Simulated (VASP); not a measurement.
# ZrS (I4mm) in VASP: further runs

Runs on ZrS. Level: PBEsol. Tasks: single point.

Everything below comes from runs of VASP 6.6.1. Logs are shortened: lines on timing, memory, paths and dates and some standing lists are left out, and cuts for length are marked.

## 1. The cell of the first run

Symmetry: I4mm, No. 107, tetragonal system. Conventional cell: a = 3.712 Å, b = 3.712 Å, c = 5.250 Å, α = 90.00°, β = 90.00°, γ = 90.00°. Zr (site symmetry 4mm) has 6 S at 2.55 to 2.70 Å as nearest neighbours. Around S (site symmetry 4mm) lie 6 Zr at 2.55 to 2.70 Å.

## 2. Single point, PBEsol

File INCAR:

```
SYSTEM = ZrS
  PREC = Accurate
  ENCUT = 520
  EDIFF = 1E-7
  ISMEAR = 0
  SIGMA = 0.15
  LREAL = .False.
  LASPH = .True.
  NELM = 100
  ALGO = Fast
  ISIF = 2
  LWAVE = .False.
  LCHARG = .True.
  GGA = PS
  LELF = .True.
  LVHAR = .True.
  NBANDS = 16
```

File KPOINTS:

```
regular mesh
0
Gamma
  16 16 16
  0 0 0
```

File POSCAR:

```
ZrS
1.0
    0.0000000000      2.6250000000      2.6250000000
    2.6250000000      0.0000000000      2.6250000000
    2.6250000000      2.6250000000      0.0000000000
Zr S
1 1
Direct
   -0.0142857143     -0.0142857143      0.0142857143
    0.5000000000      0.5000000000      0.5000000000
```

Potentials or basis: VASP PAW PBE potentials, release 64 (Zr_sv, S).

On the command line:

```console
$ cat potpaw_PBE.64/Zr_sv/POTCAR potpaw_PBE.64/S/POTCAR > POTCAR
$ mpirun -np 1 vasp_std > vasp.out
```

OUTCAR:

```text
SYSTEM = ZrS
   PREC = Accurate
   ENCUT = 520
   EDIFF = 1E-7
   ISMEAR = 0
   LREAL = .False.
   LASPH = .True.
   NELM = 100
   ISIF = 2
   GGA = PS

 ion  position               nearest neighbor table
   1  0.986  0.986  0.014-   2 2.55   2 2.63   2 2.63   2 2.63   2 2.63   2 2.70
   2  0.500  0.500  0.500-   1 2.55   1 2.63   1 2.63   1 2.63   1 2.63   1 2.70

  LATTYP: Found a face centered cubic cell.
 ALAT       =     5.2500000000

  Lattice vectors:

 A1 = (   0.0000000000,   2.6250000000,   2.6250000000)
 A2 = (   2.6250000000,   0.0000000000,   2.6250000000)
 A3 = (   2.6250000000,   2.6250000000,   0.0000000000)

Analysis of symmetry for initial positions (statically):
=====================================================================
 Subroutine PRICEL returns:
 Original cell was already a primitive cell.

 Routine SETGRP: Setting up the symmetry group for a
 face centered cubic supercell.

 Subroutine GETGRP returns: Found  8 space group operations
 (whereof  8 operations were pure point group operations)
 out of a pool of 48 trial point group operations.

The static configuration has the point symmetry C_4v.

Analysis of symmetry for dynamics (positions and initial velocities):
=====================================================================
 Subroutine PRICEL returns:
 Original cell was already a primitive cell.

 Routine SETGRP: Setting up the symmetry group for a
 face centered cubic supercell.

 Subroutine GETGRP returns: Found  8 space group operations
 (whereof  8 operations were pure point group operations)
 out of a pool of 48 trial point group operations.

The dynamic configuration has the point symmetry C_4v.

 Subroutine INISYM returns: Found  8 space group operations
 (whereof  8 operations are pure point group operations),
 and found     1 'primitive' translations

----------------------------------------------------------------------------------------

                                     Primitive cell

  volume of cell :      36.1758

  direct lattice vectors                    reciprocal lattice vectors
     0.000000000  2.625000000  2.625000000    -0.190476190  0.190476190  0.190476190
     2.625000000  0.000000000  2.625000000     0.190476190 -0.190476190  0.190476190
     2.625000000  2.625000000  0.000000000     0.190476190  0.190476190 -0.190476190

  length of vectors
     3.712310601  3.712310601  3.712310601     0.329914440  0.329914440  0.329914440

  position of ions in fractional coordinates (direct lattice)
     0.985714286  0.985714286  0.014285714
     0.500000000  0.500000000  0.500000000

  ion indices of the primitive-cell ions
   primitive index   ion index
                 1           1
                 2           2

----------------------------------------------------------------------------------------

 KPOINTS: regular mesh

Automatic generation of k-mesh.
 Grid dimensions read from file:
 generate k-points for:   16   16   16

 Generating k-lattice:

  Cartesian coordinates                     Fractional coordinates (reciprocal lattice)
    -0.011904762  0.011904762  0.011904762     0.062500000  0.000000000  0.000000000
     0.011904762 -0.011904762  0.011904762     0.000000000  0.062500000  0.000000000
     0.011904762  0.011904762 -0.011904762     0.000000000  0.000000000  0.062500000

  Length of vectors
     0.020619652  0.020619652  0.020619652

  Shift w.r.t. Gamma in fractional coordinates (k-lattice)
     0.000000000  0.000000000  0.000000000

 Subroutine IBZKPT returns following result:
 ===========================================

 Found    349 irreducible k-points:

 Following reciprocal coordinates:
            Coordinates               Weight
  0.000000  0.000000  0.000000      1.000000
  0.062500  0.000000  0.000000      8.000000
  0.125000  0.000000  0.000000      8.000000
  0.187500  0.000000  0.000000      8.000000
  0.250000  0.000000  0.000000      8.000000
  0.312500  0.000000  0.000000      8.000000
[... 16 lines left out ...]
  0.000000  0.437500  0.062500     16.000000
  0.500000  0.062500  0.000000      8.000000
 [... further k-points ...]
   k-points           NKPTS =    349   k-points in BZ     NKDIM =    349   number of bands    NBANDS=     16
   number of dos      NEDOS =    301   number of ions     NIONS =      2
   total plane-waves  NPLWV =  21952
   dimension x,y,z NGX =    28 NGY =   28 NGZ =   28
   dimension x,y,z NGXF=    56 NGYF=   56 NGZF=   56
   ions per type =               1   1
   NGX,Y,Z   is equivalent  to a cutoff of  12.54, 12.54, 12.54 a.u.
   NGXF,Y,Z  is equivalent  to a cutoff of  25.08, 25.08, 25.08 a.u.
 SYSTEM =  ZrS
   PREC   = accura    normal or accurate (medium, high low for compatibility)
   ISTART =      0    job   : 0-new  1-cont  2-samecut
   ICHARG =      2    charge: 1-file 2-atom 10-const
   ISPIN  =      1    spin polarized calculation?
   LNONCOLLINEAR =      F non collinear calculations
   LSORBIT =      F    spin-orbit coupling
   LASPH  =      T    aspherical Exc in radial PAW
   ENCUT  =  520.0 eV  38.22 Ry    6.18 a.u.   6.90  6.90  6.90*2*pi/ulx,y,z
   NELM   =    100;   NELMIN=  2; NELMDL= -5     # of ELM steps
   EDIFF  = 0.1E-06   stopping-criterion for ELM
   LREAL  =      F    real-space projection
   EDIFFG = 0.1E-05   stopping-criterion for IOM
   NSW    =      0    number of steps for IOM
   IBRION =     -1    ionic relax: 0-MD 1-quasi-New 2-CG
   NFREE  =      0    steps in history (QN), initial steepest desc. (CG)
   ISIF   =      2    stress and relaxation
   ISYM   =      2    0-nonsym 1-usesym 2-fastsym
   POTIM  = 0.5000    time-step for ionic-motion
   TEBEG  =    0.0;   TEEND  =   0.0 temperature during run
   PSTRESS=    0.0 pullay stress
   NELECT =      18.0000    total number of electrons
   NUPDOWN=      -1.0000    fix difference up-down
   EMIN   =  10.00;   EMAX   =-10.00  energy-range for DOS
   EFERMI =   0.00;   METHOD = LEGACY
   ISMEAR =     0;   SIGMA  =   0.15  broadening in eV -4-tet -1-fermi 0-gaus
   EFERMI_NEDOS =   21; number of points for ismear=-14 and -15
   IALGO  =     68    algorithm
   IMIX   =      4    mixing-type and parameters
     AMIX     =   0.40;   BMIX     =  1.00
     AMIX_MAG =   1.60;   BMIX_MAG =  1.00
  volume/ion in A,a.u.               =      18.09       122.06
  Fermi-wavevector in a.u.,A,eV,Ry     =   1.297258  2.451462 22.896950  1.682878
  Thomas-Fermi vector in A             =   2.428662
   LORBIT       =      0    0 simple, 1 ext, 2 COOP (PROOUT), +10 PAW based schemes
   GGA     = PS    functional components
   LHFCALC =     F    Hartree Fock is set to
   AEXX    =    0.0000 exact exchange contribution
   IVDW    =     0    specifies the selected vdW correction
   LEPSILON=     F    determine dielectric tensor
   LRPA    =     F    only Hartree local field effects (RPA)
 non-spin polarized calculation
 RMM-DIIS sequential band-by-band and
 Gauss-broadening in eV      SIGMA  =   0.15
  energy-cutoff  :      520.00
  volume of cell :       36.18
 maximum number of plane-waves:       992
   NGX = 13   NGY = 13   NGZ = 13

 number of electron      18.0000001 magnetization

 Free energy of the ion-electron system (eV)
  ---------------------------------------------------
  ext. energy  EPLUGINS =         0.00000000
  ---------------------------------------------------
  free energy    TOTEN  =       -16.47454547 eV

  energy without entropy =      -16.46037827  energy(sigma->0) =      -16.46746187

 E-fermi :  10.5992     XC(G=0): -11.4587

 val. band max:       10.5840371893   @ k =  -0.2500   0.4375   0.1875
 cond. band min:      10.5995221389   @ k =   0.0000  -0.2500   0.1875
 fundamental gap:      0.0154849496
 Fermi energy:        10.5992177516

 k-point     1 :       0.0000    0.0000    0.0000
  band No.  band energies     occupation
      1     -39.2764      2.00000
      2     -17.2767      2.00000
      3     -17.2724      2.00000
      4     -17.2724      2.00000
      5      -5.2139      2.00000
      6       7.0308      2.00000
[... 8 lines left out ...]
     15      17.6938      0.00000
     16      22.9688      0.00000

 k-point     2 :       0.0625    0.0000    0.0000
  band No.  band energies     occupation
      1     -39.2754      2.00000
      2     -17.2883      2.00000
      3     -17.2760      2.00000
      4     -17.2736      2.00000
      5      -5.1640      2.00000
      6       6.6791      2.00000
[... 8 lines left out ...]
     15      17.8626      0.00000
     16      22.5921      0.00000

 k-point     3 :       0.1250    0.0000    0.0000
  band No.  band energies     occupation
      1     -39.2726      2.00000
      2     -17.3274      2.00000
      3     -17.2796      2.00000
      4     -17.2770      2.00000
      5      -5.0191      2.00000
      6       5.9980      2.00000
[... 8 lines left out ...]
     15      18.2973      0.00000
     16      21.8013      0.00000

 k-point     4 :       0.1875    0.0000    0.0000
  band No.  band energies     occupation
      1     -39.2683      2.00000
      2     -17.3856      2.00000
      3     -17.2847      2.00000
      4     -17.2821      2.00000
      5      -4.7943      2.00000
      6       5.1928      2.00000
[... 8 lines left out ...]
     15      18.6770      0.00000
     16      21.0780      0.00000

 k-point     5 :       0.2500    0.0000    0.0000
  band No.  band energies     occupation
      1     -39.2633      2.00000
      2     -17.4530      2.00000
      3     -17.2907      2.00000
      4     -17.2881      2.00000
      5      -4.5139      2.00000
      6       4.3916      2.00000
[... 8 lines left out ...]
     15      18.6014      0.00000
     16      20.0680      0.00000

 k-point     6 :       0.3125    0.0000    0.0000
  band No.  band energies     occupation
      1     -39.2583      2.00000
      2     -17.5191      2.00000
      3     -17.2967      2.00000
      4     -17.2941      2.00000
      5      -4.2123      2.00000
      6       3.6723      2.00000
[... 8 lines left out ...]
     15      18.7337      0.00000
     16      18.9309      0.00000

 k-point     7 :       0.3750    0.0000    0.0000
  band No.  band energies     occupation
      1     -39.2540      2.00000
      2     -17.5743      2.00000
      3     -17.3017      2.00000
      4     -17.2991      2.00000
      5      -3.9344      2.00000
      6       3.0944      2.00000
[... 8 lines left out ...]
     15      17.8775      0.00000
     16      17.8928      0.00000

 k-point     8 :       0.4375    0.0000    0.0000
  band No.  band energies     occupation
      1     -39.2512      2.00000
      2     -17.6107      2.00000
      3     -17.3051      2.00000
      4     -17.3025      2.00000
      5      -3.7339      2.00000
      6       2.7143      2.00000
[... 8 lines left out ...]
     15      17.0517      0.00000
     16      17.0542      0.00000

 k-point     9 :       0.5000    0.0000    0.0000
  band No.  band energies     occupation
      1     -39.2502      2.00000
      2     -17.6234      2.00000
      3     -17.3062      2.00000
      4     -17.3037      2.00000
      5      -3.6599      2.00000
      6       2.5807      2.00000
[... 8 lines left out ...]
     15      16.5942      0.00000
     16      16.6590      0.00000
[... 172 lines left out ...]
 k-point    19 :       0.0000    0.3125    0.0625
  band No.  band energies     occupation
      1     -39.2593      2.00000
      2     -17.4964      2.00000
      3     -17.3028      2.00000
      4     -17.2939      2.00000
      5      -4.3036      2.00000
      6       3.8651      2.00000
[... 8 lines left out ...]
     15      18.6226      0.00000
     16      19.0736      0.00000

 k-point    20 :       0.3750    0.0625    0.0000
  band No.  band energies     occupation
      1     -39.2548      2.00000
      2     -17.5548      2.00000
      3     -17.3050      2.00000
      4     -17.3025      2.00000
      5      -4.0247      2.00000
      6       3.2879      2.00000
[... 8 lines left out ...]
     15      18.1500      0.00000
     16      18.2423      0.00000

 k-point    21 :       0.0000    0.3750    0.0625
  band No.  band energies     occupation
      1     -39.2548      2.00000
      2     -17.5543      2.00000
      3     -17.3072      2.00000
      4     -17.3007      2.00000
      5      -4.0252      2.00000
      6       3.2871      2.00000
[... 8 lines left out ...]
     15      18.1514      0.00000
     16      18.2293      0.00000

 k-point    22 :       0.4375    0.0625    0.0000
  band No.  band energies     occupation
      1     -39.2515      2.00000
      2     -17.5966      2.00000
      3     -17.3088      2.00000
      4     -17.3071      2.00000
      5      -3.8037      2.00000
      6       2.8677      2.00000
[... 8 lines left out ...]
     15      17.2045      0.00000
     16      17.4741      0.00000

 k-point    23 :       0.0000    0.4375    0.0625
  band No.  band energies     occupation
      1     -39.2515      2.00000
      2     -17.5962      2.00000
      3     -17.3096      2.00000
      4     -17.3065      2.00000
      5      -3.8040      2.00000
      6       2.8670      2.00000
[... 8 lines left out ...]
     15      17.1807      0.00000
     16      17.5033      0.00000

 k-point    24 :       0.5000    0.0625    0.0000
  band No.  band energies     occupation
      1     -39.2499      2.00000
      2     -17.6166      2.00000
      3     -17.3135      2.00000
      4     -17.3067      2.00000
      5      -3.6891      2.00000
      6       2.6608      2.00000
[... 8 lines left out ...]
     15      16.8072      0.00000
     16      17.0830      0.00000

 [... further k-points ...]
[... 5 lines left out ...]
  --------------------------------------------------------------------------------------
  -------------------------------------------------------------------------------------
  Total       -1.4304640     -1.4304640     -1.1590081      0.0000000      0.0000000     -0.0000000
  in kB      -63.3533505    -63.3533505    -51.3309312      0.0000000      0.0000000     -0.0000000
  external PRESSURE =     -59.3458774 kB  Pullay stress =       0.0000000 kB

 VOLUME and BASIS-vectors are now :
 -----------------------------------------------------------------------------
  energy-cutoff  :      520.00
  volume of cell :       36.18
      direct lattice vectors                 reciprocal lattice vectors
     0.000000000  2.625000000  2.625000000    -0.190476190  0.190476190  0.190476190
     2.625000000  0.000000000  2.625000000     0.190476190 -0.190476190  0.190476190
     2.625000000  2.625000000  0.000000000     0.190476190  0.190476190 -0.190476190

 POSITION                                       TOTAL-FORCE (eV/Angst)
 -----------------------------------------------------------------------------------
      2.62500      2.62500      5.17500         0.000000      0.000000      0.344980
      2.62500      2.62500      2.62500         0.000000      0.000000     -0.344980
 -----------------------------------------------------------------------------------
    total drift:                                0.000000      0.000000     -0.000015

  FREE ENERGIE OF THE ION-ELECTRON SYSTEM (eV)
  ---------------------------------------------------
  free  energy   TOTEN  =       -16.4745454707 eV

  energy  without entropy=      -16.4603782700  energy(sigma->0) =      -16.46746187
```

It took 3.6 min on 1 thread of Intel Xeon 6975P-C (Granite Rapids), shared host; peak memory 0.28 GiB.

Results:

```yaml
Free_energy: -16.4745 eV
Pressure: -5.9 GPa
Largest_force: 0.345 eV/Å
Band_gap_on_the_k_mesh: none (metal or under the smearing width)
```

Forces in eV/Å, atoms in the order of the input:
```
Zr   0.000  0.000  0.345
S    0.000  0.000 -0.345
```

Levels at points of the mesh, in eV from the Fermi level:
```csv
k point,band 7,band 8,band 9,band 10,band 11,band 12
"(0.00, 0.00, 0.00)",-3.56,-3.56,-1.35,-1.30,-1.30,-0.67
"(0.50, 0.00, 0.00)",-5.96,-5.95,1.43,1.46,1.75,1.90
"(0.50, 0.50, 0.00)",-4.45,-4.45,-3.45,0.52,2.37,2.37
"(0.00, 0.50, 0.50)",-4.56,-4.46,-3.33,0.53,2.37,2.37
```

Caveat: the PAW data sets were made with another functional, which shifts forces and pressure a little.

(Part 1 of 2 ends here.)
